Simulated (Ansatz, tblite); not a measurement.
NaCl: GFN2-xTB, run from Python

These are simulated results from tblite 0.8.0, not measurements. The cell was built from a prototype and was relaxed with r2SCAN in plane waves (Ansatz 0.2.0). Not every such cell is a known phase. All runs are without spin polarisation.

The symmetry is Pm-3m (No. 221, cubic); conventional cell a = 3.460 Å, 20.70 Å³ an atom. Na has 8 Cl at 3.00 Å; Cl has 8 Na at 3.00 Å.

tblite solves periodic systems at the zone centre alone, so the script builds a cluster of 3×3×3 conventional cells (54 atoms), which folds in a coarse mesh of k points.

run.py reads:

```python
import json
from ase import Atoms
from ase.build import make_supercell
from ase.units import Bohr, GPa, Hartree
from tblite.interface import Calculator

atoms = Atoms(['Na', 'Cl'],
              cell=[[3.45954583, 0.0, 0.0], [0.0, 3.45954583, 0.0], [0.0, 0.0, 3.45954583]],
              scaled_positions=[[0.0, 0.0, 0.0], [0.5, 0.5, 0.5]],
              pbc=True)
cluster = make_supercell(atoms, [[3, 0, 0], [0, 3, 0], [0, 0, 3]])
calc = Calculator('GFN2-xTB', cluster.numbers, cluster.positions / Bohr, lattice=cluster.cell[:] / Bohr, periodic=cluster.pbc)
calc.set('temperature', 0.02 / Hartree)
calc.set('max-iter', 150)
res = calc.singlepoint()
levels = res.get('orbital-energies') * Hartree
nv = round(res.get('orbital-occupations').sum() / 2)
cells = len(cluster) // len(atoms)
out = {'energy_per_cell': res.get('energy') * Hartree / cells, 'homo': levels[nv - 1], 'lumo': levels[nv],
       'stress': (-res.get('virial') * Hartree / cluster.get_volume() / GPa).tolist(), 'charges': res.get('charges')[:len(atoms)].tolist(), 'electrons': 2 * nv / cells}
json.dump(out, open('results.json', 'w'))
for key, value in out.items():
    print(key, value)
```

Command: `python run.py`. It took 5.3 s on 1 thread of Arm Neoverse V1 (shared host), peak memory 0.11 GiB.

Output:

```
------------------------------------------------------------
  cycle        total energy    energy error   density error
------------------------------------------------------------
      1     -131.0287687032  -1.3108510E+02   3.0374505E-01
      2     -131.6482556725  -6.1948697E-01   1.6019431E-01
      3     -131.9662929015  -3.1803723E-01   8.0429818E-02
      4     -132.2214701725  -2.5517727E-01   1.6725341E-02
      5     -132.2274989455  -6.0287729E-03   1.1166149E-02
      6     -132.2322221576  -4.7232121E-03   5.4825988E-04
      7     -132.2322284050  -6.2474198E-06   3.5392464E-04
      8     -132.2322328086  -4.4035946E-06   4.5741562E-05
      9     -132.2322328831  -7.4545511E-08   1.7288185E-06
------------------------------------------------------------

 total:                                   4.650 sec
energy_per_cell -133.26749384617753
homo -12.836558728397243
lumo -8.571515680482399
stress [[0.8739204437274203, -5.835727089362422e-06, -5.835727122602545e-06], [-5.835727089299549e-06, 0.8739204437289583, -5.835727204668344e-06], [-5.835727122467045e-06, -5.835727204701633e-06, 0.8739204437278548]]
charges [0.6238963719471479, -0.6239034057542705]
electrons 8.0
```

The cycle table is in hartree for the whole cluster, and the lines after it are in eV (the energy for one cell). The printed stress is in GPa and positive in compression, and the pressure is its mean diagonal.

GFN2-xTB gives a gap of 4.27 eV. On the same cell, plane-wave PBE (Ansatz, 8×8×8 k points and the special points) gives a gap of 4.10 eV and r2SCAN a gap of 4.92 eV; on shared hosts these took about 1.6 and 4.2 core-seconds on the 2-atom cell, against 5.3 for the script. Semilocal gaps usually lie below measured ones. xTB was fitted to molecules, so gaps, charges and pressures of solids can be far off, and the gap also depends on the size of the cluster.

The same script was run on cells scaled at fixed shape and fractional coordinates:

```csv
volume (Å³/atom),energy (meV/atom),"pressure (GPa, positive in compression)",gap (eV)
18.22,42.0,4.96,5.03
19.46,13.2,2.60,4.62
20.70,0.0,0.87,4.27
21.94,-1.6,-0.39,3.95
23.19,5.0,-1.33,3.67
```

A Birch-Murnaghan fit puts the minimum at 21.53 Å³/atom, 4.0 % above the given cell, with a bulk modulus of 20.6 GPa at fixed shape.

xTB was fitted mostly to molecules, and a small cluster samples few k points, so gaps, pressures and kinks along a curve can be far from a solid's.
